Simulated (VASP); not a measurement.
Crystal: Ti3Al.

```
CELL_PARAMETERS angstrom
0.00000 3.18422 3.18422
3.18422 0.00000 3.18422
3.18422 3.18422 0.00000
ATOMIC_POSITIONS crystal
Ti 0.75000 0.75000 0.75000
Ti 0.25000 0.25000 0.25000
Ti 0.00000 0.00000 0.00000
Al 0.50000 0.50000 0.50000
```

The cell comes from a database or a generator and needn't be the stable form of this composition.

Base run:

```yaml
Program: VASP 6.6.1
Functional: r2SCAN
Potentials_or_basis: VASP PAW PBE potentials, release 64 (Ti_sv, Al)
Cutoff: 520 eV
k_mesh: 12 × 12 × 12
Occupations: gaussian, width 0.1 eV
Spin: no spin polarisation
```

Its results: band gap on the k mesh none (metal or under the smearing width); pressure 3.7 GPa.

**Question.** The run is repeated on the same cell with these changes: functional from r2SCAN to PBEsol; cutoff from 520 eV to 700 eV. What comes out?

**Answer.** Band gap on the k mesh none (metal or under the smearing width); pressure 0.0 GPa.

Caveats: the PAW data sets were made with another functional, which shifts forces and pressure a little.
